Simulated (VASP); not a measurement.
# CO in VASP: relaxation of the atoms with PBE

Aim: the relaxation of the atoms of CO with PBE.

All numbers are computed with VASP 6.6.1; they aren't measurements. Logs are shortened: lines on timing, memory, paths and dates and some standing lists are left out, and cuts for length are marked.

**1. The structure**

The cell holds a molecule_in_box, 2 atoms: a = 14.000 Å, b = 14.500 Å, c = 15.000 Å, α = 90.00°, β = 90.00°, γ = 90.00°.

**2. Relaxation of the atoms, PBE**

INCAR reads:

```
SYSTEM = CO
  PREC = Accurate
  ENCUT = 450
  EDIFF = 1E-6
  ISMEAR = 0
  SIGMA = 0.005
  LREAL = .FALSE.
  LASPH = .TRUE.
  NELM = 200
  ALGO = Normal
  ISIF = 2
  LWAVE = .FALSE.
  LCHARG = .FALSE.
  GGA = PE
  IBRION = 2
  NSW = 80
  EDIFFG = -0.01
  ISYM = 0
```

KPOINTS reads:

```
Automatic mesh
0
G
  1 1 1
  0 0 0
```

POSCAR reads:

```
CO
1.0
   14.0000000000      0.0000000000      0.0000000000
    0.0000000000     14.5000000000      0.0000000000
    0.0000000000      0.0000000000     15.0000000000
C O
1 1
Direct
    0.5019266500      0.4989812700      0.4628489100
    0.4980733500      0.5010187300      0.5371510900
```

Potentials or basis: VASP PAW PBE potentials, release 64 (C, O).

Run with:

```
$ cat potpaw_PBE.64/C/POTCAR potpaw_PBE.64/O/POTCAR > POTCAR
$ mpirun -np 2 vasp_gam > vasp.out
```

OUTCAR:

```text
SYSTEM = CO
   PREC = Accurate
   ENCUT = 450
   EDIFF = 1E-6
   ISMEAR = 0
   LREAL = .FALSE.
   LASPH = .TRUE.
   NELM = 200
   ISIF = 2
   GGA = PE
   IBRION = 2
   NSW = 80
   EDIFFG = -0.01
   ISYM = 0

 ion  position               nearest neighbor table
   1  0.502  0.499  0.463-   2 1.12
   2  0.498  0.501  0.537-   1 1.12

IMPORTANT INFORMATION: All symmetrisations will be switched off!
NOSYMM: (Re-)initialisation of all symmetry stuff for point group C_1.

----------------------------------------------------------------------------------------

                                     Primitive cell

  volume of cell :    3045.0000

  direct lattice vectors                    reciprocal lattice vectors
    14.000000000  0.000000000  0.000000000     0.071428571  0.000000000  0.000000000
     0.000000000 14.500000000  0.000000000     0.000000000  0.068965517  0.000000000
     0.000000000  0.000000000 15.000000000     0.000000000  0.000000000  0.066666667

  length of vectors
    14.000000000 14.500000000 15.000000000     0.071428571  0.068965517  0.066666667

  position of ions in fractional coordinates (direct lattice)
     0.501926650  0.498981270  0.462848910
     0.498073350  0.501018730  0.537151090

  ion indices of the primitive-cell ions
   primitive index   ion index
                 1           1
                 2           2

----------------------------------------------------------------------------------------

 KPOINTS: Automatic mesh

Automatic generation of k-mesh.
 Grid dimensions read from file:
 generate k-points for:    1    1    1

 Generating k-lattice:

  Cartesian coordinates                     Fractional coordinates (reciprocal lattice)
     0.071428571  0.000000000  0.000000000     1.000000000  0.000000000  0.000000000
     0.000000000  0.068965517  0.000000000     0.000000000  1.000000000  0.000000000
     0.000000000  0.000000000  0.066666667     0.000000000  0.000000000  1.000000000

  Length of vectors
     0.071428571  0.068965517  0.066666667

  Shift w.r.t. Gamma in fractional coordinates (k-lattice)
     0.000000000  0.000000000  0.000000000

 Subroutine IBZKPT returns following result:
 ===========================================

 Found      1 irreducible k-points:

 Following reciprocal coordinates:
            Coordinates               Weight
  0.000000  0.000000  0.000000      1.000000
   k-points           NKPTS =      1   k-points in BZ     NKDIM =      1   number of bands    NBANDS=     10
   number of dos      NEDOS =    301   number of ions     NIONS =      2
   total plane-waves  NPLWV = ******
   dimension x,y,z NGX =    98 NGY =  100 NGZ =  108
   dimension x,y,z NGXF=   196 NGYF=  200 NGZF=  216
   ions per type =               1   1
   NGX,Y,Z   is equivalent  to a cutoff of  11.64, 11.47, 11.97 a.u.
   NGXF,Y,Z  is equivalent  to a cutoff of  23.27, 22.93, 23.94 a.u.
 SYSTEM =  CO
   PREC   = accura    normal or accurate (medium, high low for compatibility)
   ISTART =      0    job   : 0-new  1-cont  2-samecut
   ICHARG =      2    charge: 1-file 2-atom 10-const
   ISPIN  =      1    spin polarized calculation?
   LNONCOLLINEAR =      F non collinear calculations
   LSORBIT =      F    spin-orbit coupling
   LASPH  =      T    aspherical Exc in radial PAW
   ENCUT  =  450.0 eV  33.07 Ry    5.75 a.u.  24.22 25.08 25.95*2*pi/ulx,y,z
   NELM   =    200;   NELMIN=  2; NELMDL= -5     # of ELM steps
   EDIFF  = 0.1E-05   stopping-criterion for ELM
   LREAL  =      F    real-space projection
   EDIFFG = -.1E-01   stopping-criterion for IOM
   NSW    =     80    number of steps for IOM
   IBRION =      2    ionic relax: 0-MD 1-quasi-New 2-CG
   NFREE  =      1    steps in history (QN), initial steepest desc. (CG)
   ISIF   =      2    stress and relaxation
   ISYM   =      0    0-nonsym 1-usesym 2-fastsym
   POTIM  = 0.5000    time-step for ionic-motion
   TEBEG  =    0.0;   TEEND  =   0.0 temperature during run
   PSTRESS=    0.0 pullay stress
   NELECT =      10.0000    total number of electrons
   NUPDOWN=      -1.0000    fix difference up-down
   EMIN   =  10.00;   EMAX   =-10.00  energy-range for DOS
   EFERMI =   0.00;   METHOD = LEGACY
   ISMEAR =     0;   SIGMA  =   0.01  broadening in eV -4-tet -1-fermi 0-gaus
   EFERMI_NEDOS =   21; number of points for ismear=-14 and -15
   IALGO  =     38    algorithm
   IMIX   =      4    mixing-type and parameters
     AMIX     =   0.40;   BMIX     =  1.00
     AMIX_MAG =   1.60;   BMIX_MAG =  1.00
  volume/ion in A,a.u.               =    1522.50     10274.34
  Fermi-wavevector in a.u.,A,eV,Ry     =   0.243339  0.459845  0.805656  0.059214
  Thomas-Fermi vector in A             =   1.051865
   LORBIT       =      0    0 simple, 1 ext, 2 COOP (PROOUT), +10 PAW based schemes
   GGA     = PE    functional components
   LHFCALC =     F    Hartree Fock is set to
   AEXX    =    0.0000 exact exchange contribution
   IVDW    =     0    specifies the selected vdW correction
   LEPSILON=     F    determine dielectric tensor
   LRPA    =     F    only Hartree local field effects (RPA)
 conjugate gradient relaxation of ions
 non-spin polarized calculation
 Gauss-broadening in eV      SIGMA  =   0.01
  energy-cutoff  :      450.00
  volume of cell :     3045.00
 maximum number of plane-waves:     33027
 NGX is ok and might be reduce to    98
   NGX = 49   NGY = 51   NGZ = 51

--------------------------------------- Ionic step        1  -------------------------------------------

 number of electron      10.0000002 magnetization

 Free energy of the ion-electron system (eV)
  ---------------------------------------------------
  ext. energy  EPLUGINS =         0.00000000
  ---------------------------------------------------
  free energy    TOTEN  =       -14.75015734 eV

  energy without entropy =      -14.75015734  energy(sigma->0) =      -14.75015734

------------------------ aborting loop because EDIFF is reached ----------------------------------------

  FORCE on cell =-STRESS in cart. coord.  units (eV):
  Direction    XX          YY          ZZ          XY          YZ          ZX
  --------------------------------------------------------------------------------------
  -------------------------------------------------------------------------------------
  Total       -0.1951741     -0.2064088      3.6097563     -0.0048868      0.1011013     -0.1846909
  in kB       -0.1026941     -0.1086054      1.8993332     -0.0025713      0.0531962     -0.0971782
  external PRESSURE =       0.5626779 kB  Pullay stress =       0.0000000 kB
[... 89 lines left out ...]
  FREE ENERGIE OF THE ION-ELECTRON SYSTEM (eV)
  ---------------------------------------------------
  free  energy   TOTEN  =       -14.6975482338 eV

  energy  without entropy=      -14.6975482338  energy(sigma->0) =      -14.69754823

[... ionic steps 4 to 10 ...]

--------------------------------------- Ionic step       11  -------------------------------------------

 number of electron       9.9999998 magnetization

------------------------ aborting loop because EDIFF is reached ----------------------------------------

  FORCE on cell =-STRESS in cart. coord.  units (eV):
  Direction    XX          YY          ZZ          XY          YZ          ZX
  --------------------------------------------------------------------------------------
  -------------------------------------------------------------------------------------
  Total       -0.2043049     -0.2092939     -0.1680396     -0.0000941      0.0009966     -0.0018372
  in kB       -0.1074984     -0.1101235     -0.0884168     -0.0000495      0.0005244     -0.0009667
  external PRESSURE =      -0.1020129 kB  Pullay stress =       0.0000000 kB
[... 57 lines left out ...]
  energy  without entropy=      -14.7950159203  energy(sigma->0) =      -14.79501592

--------------------------------------- Ionic step       13  -------------------------------------------

 number of electron       9.9999998 magnetization

 Free energy of the ion-electron system (eV)
  ---------------------------------------------------
  ext. energy  EPLUGINS =         0.00000000
  ---------------------------------------------------
  free energy    TOTEN  =       -14.79501618 eV

  energy without entropy =      -14.79501618  energy(sigma->0) =      -14.79501618

 E-fermi :  -8.9649     XC(G=0):  -0.2247

 val. band max:       -9.0322939056   @ k =   0.0000   0.0000   0.0000
 cond. band min:      -2.1175963766   @ k =   0.0000   0.0000   0.0000
 fundamental gap:      6.9146975290
 Fermi energy:        -8.9648657630

 k-point     1 :       0.0000    0.0000    0.0000
  band No.  band energies     occupation
      1     -29.2216      2.00000
      2     -14.0221      2.00000
      3     -11.7077      2.00000
      4     -11.7076      2.00000
      5      -9.0323      2.00000
      6      -2.1176      0.00000
      7      -2.1175      0.00000
      8      -0.1403      0.00000
      9       0.4328      0.00000
     10       0.5422      0.00000
[... 27 lines left out ...]
  FREE ENERGIE OF THE ION-ELECTRON SYSTEM (eV)
  ---------------------------------------------------
  free  energy   TOTEN  =       -14.7950161821 eV

  energy  without entropy=      -14.7950161821  energy(sigma->0) =      -14.79501618

 reached required accuracy - stopping structural energy minimisation
```

Run time: 3.8 min. Hardware: 2 MPI ranks of AMD EPYC 9R45 (Zen 5), shared host; peak memory 1.1 GiB.

Results:

| Property | Result |
| --- | --- |
| Free energy | -14.7950 eV |
| Energy gained by relaxing | 22.4 meV/atom |
| Ionic steps | 13 |
| Largest force after relaxing | 0.007 eV/Å |
| Gap between the frontier levels | 6.91 eV |

Forces on the atoms (eV/Å):
```
C    0.000 -0.001 -0.007
O    0.000  0.001  0.007
```

The path:
```
step  energy change (eV)  largest force (eV/Å)  pressure (GPa)
   1              0.0000                3.4115            0.06
   2              2.6389               12.4635           -0.33
   3              0.0526                4.2470           -0.10
   4             -0.0438                0.4860           -0.02
   5             -0.0448                0.0433           -0.01
   6             -0.0448                0.0160           -0.01
   7             -0.0449                0.0158           -0.01
   8             -0.0449                0.0140           -0.01
   9             -0.0449                0.0137           -0.01
  10             -0.0449                0.0132           -0.01
  11             -0.0449                0.0123           -0.01
  12             -0.0449                0.0105           -0.01
  13             -0.0449                0.0070           -0.01
```

Final structure:
```
C O
1.0
    14.00000    0.00000    0.00000
     0.00000   14.50000    0.00000
     0.00000    0.00000   15.00000
C O
1 1
Direct
  0.50197 0.49895 0.46195
  0.49803 0.50105 0.53805
```

Levels at points of the mesh, in eV from the valence-band top:
```csv
k point,band 1,band 2,band 3,band 4,band 5,band 6,band 7,band 8,band 9,band 10
"(0.00, 0.00, 0.00)",-20.19,-4.99,-2.68,-2.68,0.00,6.91,6.91,8.89,9.47,9.57
```

Caveat: the cutoff is under 1.25 times the usual one of these potentials, so pressure, stress and relaxed cells hold a basis-set (Pulay) error; the standard files for N, O and F lose accuracy on very short bonds. As with any semilocal functional, this PBE gap is likely too small.
